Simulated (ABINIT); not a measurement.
A calculation with ABINIT 10.8.3 (patched build) of Sb (native input, structure from a POSCAR):

Contents of run.abi:

```
# Pseudopotentials
pp_dirpath "./"
pseudos "Sb.GGA_PBE-JTH.xml"

# Structure
structure "poscar:POSCAR"
natom 2
chkprim 0
chksymtnons 0
tolsym 1.0e-6

# Plane-wave basis
ecut 435.382180 eV
pawecutdg 32.0
pawxcdev 0

# k points
kptopt 1
ngkpt 9 7 6
nshiftk 1
shiftk 0.0 0.0 0.0

# Exchange and correlation
ixc 11

# Bands and occupations
nband 19
occopt 3
tsmear 0.05 eV

# SCF cycle
nstep 100
tolvrs 1.0e-9

# Output
iomode 3
prtwf 0
prteig 0
prtebands 0
prtden 1
prtvha 1
prtvclmb 1
prtpot 1
```

The input POSCAR:

```
Sb
1.0
   -0.1371763300     -2.2379499300     -2.0514790300
   -0.2329964300      2.6705089600     -2.4840380600
    4.7834791500     -0.0958201000      0.3701727700
Sb
2
Direct
    0.5027706000      0.5031715800      0.5014545600  Sb
    0.9972294000      0.9968284200      0.9985454400  Sb
```

Potentials or basis: JTH PAW PBE v2.0.

Launch:

```bash
$ abinit run.abi > log 2>&1
```

This isn't the form of Sb at room conditions, which is rhombohedral.

Task: Write the same calculation in another form: ASE script, structure from a P1 CIF.

Result: As run:

Contents of run.py:

```python
import json, os
import numpy as np
from ase.units import GPa
from ase.calculators.abinit import Abinit, AbinitProfile
from ase.io import read

atoms = read('Sb.cif')

profile = AbinitProfile(command='abinit', pp_paths=[os.path.abspath('pseudos')])
params = dict(
    pps='pawxml', xc='PBE',
    chksymtnons=0,
    tolsym=1e-06,
    ecut=435.3822,
    pawecutdg=870.7644,
    pawxcdev=0,
    kptopt=1,
    ngkpt=[9, 7, 6],
    nshiftk=1,
    shiftk=[0.0, 0.0, 0.0],
    ixc=11,
    nband=19,
    occopt=3,
    tsmear=0.05,
    nstep=100,
    tolvrs=1e-09,
    prtwf=0,
    prtden=0,
)

atoms.calc = Abinit(profile=profile, directory='run', **params)
energy = atoms.get_potential_energy()
forces = atoms.get_forces()
stress = atoms.get_stress()
print(f'energy {energy:.6f} eV')
print('forces (eV/A)')
print(np.round(forces, 5))
print('stress (GPa, Voigt, tension positive)', np.round(stress / GPa, 4))
json.dump(dict(energy=energy, forces=forces.tolist(), stress=stress.tolist(), cell=atoms.cell.tolist(), frac=atoms.get_scaled_positions(wrap=False).tolist()), open('results.json', 'w'))
```

Contents of Sb.cif:

```cif
data_Sb
_cell_length_a 3.03904647
_cell_length_b 3.65463412
_cell_length_c 4.79873756
_cell_angle_alpha 97.50271917
_cell_angle_beta 94.72437754
_cell_angle_gamma 94.38170496
_space_group_name_H-M_alt 'P1'
_space_group_name_Hall 'P 1'
_space_group_IT_number 1
loop_
_space_group_symop_operation_xyz
'x,y,z'
loop_
_atom_site_label
_atom_site_type_symbol
_atom_site_symmetry_multiplicity
_atom_site_Wyckoff_symbol
_atom_site_fract_x
_atom_site_fract_y
_atom_site_fract_z
_atom_site_occupancy
Sb1 Sb 1 a 0.5027706000 0.5031715800 0.5014545600 1
Sb2 Sb 1 a 0.9972294000 0.9968284200 0.9985454400 1
```

Potentials or basis: JTH PAW PBE v2.0.

Run with:

```sh
$ python run.py
```

Both were run:

|  | native input, structure from a POSCAR | ASE script, structure from a P1 CIF |
| --- | --- | --- |
| Pressure | 5.9 GPa | 5.9 GPa |
| Largest force | 0.054 eV/Å | 0.054 eV/Å |
| Band gap on the k mesh | none (metal or under the smearing width) | none (metal or under the smearing width) |
| Valence electrons inside the program's atomic spheres | Sb 12.40 (radii [1.2705] Å) | Sb 12.40 (radii [1.2705] Å) |

Keys that steer only the numerical path or the files written may differ.
